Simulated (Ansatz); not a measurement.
`F/[C]([AlH2])=C\[SiH3]` + `CCCS` → `CCC[S][AlH2]` + `F/C=C/[SiH3]`  (ligand exchange at the Al–C bond)

Gas-phase electronic energies from Ansatz, PBE0-D4/def2-TZVP geometries. CCSD(T)/CBS is the MP2 limit (def2-TZVPP, def2-QZVPP) plus CCSD(T) − MP2 in def2-TZVPP, frozen cores. Double bonds are as drawn, so ΔE can hold a change between cis and trans. DFT in def2-TZVPP. B3LYP here is the variant with VWN-RPA as its local correlation; programs differ in this. Each species was taken in one conformer, which may not be the lowest.

`F/[C]([AlH2])=C\[SiH3]`:

```xyz
11

F    -0.087   -1.060   -1.426
C    -0.569   -0.120   -0.566
Al   -2.355    0.620   -0.905
C     0.215    0.232    0.454
Si    1.915   -0.485    0.760
H    -2.844    1.704    0.139
H    -3.216    0.142   -2.142
H    -0.191    0.983    1.126
H     2.814   -0.217   -0.392
H     1.835   -1.952    0.976
H     2.484    0.152    1.975
```

`CCCS`:

Cartesian coordinates in Å:
```
C -0.789 -0.408 -1.019
C -0.706 0.238 0.351
C 0.651 0.097 1.018
S 2.013 0.972 0.199
H -0.526 -1.470 -0.972
H -0.112 0.077 -1.727
H -1.798 -0.334 -1.428
H -1.451 -0.216 1.015
H -0.958 1.301 0.277
H 0.628 0.531 2.021
H 0.927 -0.954 1.133
H 2.122 0.167 -0.869
```

`CCC[S][AlH2]`:

Cartesian coordinates in Å:
```
C -0.778 0.665 1.884
C -0.110 -0.296 0.915
C 0.779 0.427 -0.078
S 1.696 -0.709 -1.181
Al 0.288 -0.970 -2.809
H -1.399 1.393 1.355
H -1.419 0.131 2.588
H -0.036 1.221 2.464
H 0.487 -1.033 1.460
H -0.869 -0.863 0.365
H 1.544 1.008 0.444
H 0.195 1.127 -0.680
H 0.687 -1.950 -3.983
H -1.067 -0.149 -2.745
```

`F/C=C/[SiH3]`:

Z-matrix (Å, degrees):
```
Si
C 1 1.852
H 1 1.487 2 110.8
H 1 1.487 2 108.6 3 120.1
H 1 1.487 2 110.8 3 -119.8
C 2 1.322 1 121.1 3 -120.1
H 2 1.087 1 121.3 3 59.9
F 6 1.336 2 122.8 1 -180.0
H 6 1.086 2 125.9 1 0.0
```

| level | ΔE (kJ/mol) |
| --- | --- |
| PBE-D4 | -112.0 |
| PBE0-D4 | -115.6 |
| B3LYP-D4 | -109.0 |
| HF/CBS(def2) | -116.0 |

Q: What does CCSD(T)/CBS give? (An estimate is asked.)

A: Ansatz gave: -113.4 kJ/mol. The listed levels differ from it by 1.4, -2.2, 4.4, -2.6 kJ/mol.

Largest T1 diagnostic among the species: 0.013.

From PBE to PBE0 (25 % exact exchange), in def2-TZVPP and without D4, ΔE moves by −3.5 kJ/mol.

CCSD(T)/CBS has its own doubt, a few kJ/mol and more with outer-core shells, so smaller differences from it don't rank the levels.
